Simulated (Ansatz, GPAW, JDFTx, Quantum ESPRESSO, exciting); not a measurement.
## KBr: programs and potentials compared

```
Br K
1.0
     0.00000    3.30000    3.30000
     3.30000    0.00000    3.30000
     3.30000    3.30000    0.00000
Br K
1 1
Direct
  0.50000 0.50000 0.50000
  0.00000 0.00000 0.00000
```

Alike in all runs: task band structure; functional PBE; k mesh 7 × 7 × 7; occupations fermi-dirac, width 0.05 eV; no spin polarisation; no spin-orbit coupling. Pressure is positive in compression and, in plane waves, holds the error of the finite cutoff, which Ansatz's Pulay term estimates and takes out. Gaps are the smaller of the mesh's and the band path's.

```tsv
program and potentials	plane-wave cutoff (eV)	notes	band gap (eV)	pressure (GPa)
JDFTx, PseudoDojo-SR-PBE-0.5-standard with smoothed tails	1007	8 valence electrons an atom on average	4.44	-
Quantum ESPRESSO, PseudoDojo 0.4.1 SR PBE standard	1007	8 valence electrons an atom on average	4.44	0.70
exciting, all-electron LAPW+lo, shipped species files, valence relativity iora*	-	-	4.44	-
Ansatz, PseudoDojo stringent (PBE files)	1034	13 valence electrons an atom on average	?	?
Ansatz, all-electron LAPW, scalar-relativistic	-	-	4.44	0.72
GPAW, GPAW PAW data sets (gpaw-data 1.2.1)	600	8 valence electrons an atom on average	4.44	0.70
Ansatz, Ansatz PAW (files of its older set among them)	800	13 valence electrons an atom on average	4.43	0.72
```

Question: Estimate from the other rows what the run with Ansatz, PseudoDojo stringent (PBE files) gave.

Answer: Band gap 4.44 eV; pressure 0.71 GPa. The other rows, which needn't bracket it: band gap 4.43 to 4.44; pressure 0.70 to 0.72.
